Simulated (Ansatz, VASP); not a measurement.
**Te2Mo: VASP beside Ansatz**

```
CELL_PARAMETERS angstrom
3.51820 0.00000 0.00000
-1.75910 3.04685 0.00000
0.00000 0.00000 13.97360
ATOMIC_POSITIONS crystal
Te 0.66667 0.33333 0.37900
Te 0.33333 0.66667 0.87900
Te 0.66667 0.33333 0.12100
Te 0.33333 0.66667 0.62100
Mo 0.66667 0.33333 0.75000
Mo 0.33333 0.66667 0.25000
```

Alike in both runs: task single point; functional PBE; k mesh 9 × 9 × 2; occupations gaussian, width 0.014 eV; no spin polarisation.

|  | VASP | Ansatz |
| --- | --- | --- |
| version | VASP 6.6.1 | Ansatz 0.2.0 |
| potentials or method | VASP PAW PBE potentials, release 64 (Te, Mo_sv) | Ansatz PAW |
| plane-wave cutoff (eV) | 520 | 420 |
| valence electrons in the cell | 52 | 92 |

|  | VASP | Ansatz | Ansatz less VASP |
| --- | --- | --- | --- |
| gap on the k mesh at the Fermi level (eV) | 0.78 | 0.78 | +0.006 |
| least direct gap on the mesh (eV) | 1.04 | 1.04 | +0.001 |
| pressure (GPa) | 2.9 | 2.9 | +0.02 |
| largest component of the traceless stress (GPa) | 0.51 | 0.46 | -0.051 |
| rms of the force components (eV/Å) | 0.089 | 0.082 | -0.0069 |

Atom by atom the forces differ by 0.007 eV/Å (rms over components). The two sets of potentials don't hold the same shells in valence.

Caveats: spin-orbit coupling is left out, which moves the levels of the heavy elements; this functional lacks dispersion, which binds the layers, so the pressure and a relaxed spacing across them are unreliable; an odd mesh through Γ misses points on the zone boundary, where band edges often lie (VASP); odd divisions of the mesh miss points on the zone boundary, where band edges often lie, so the gap on the mesh can be too wide (Ansatz). A hybrid or GW would open this gap; PBE tends to underestimate it.
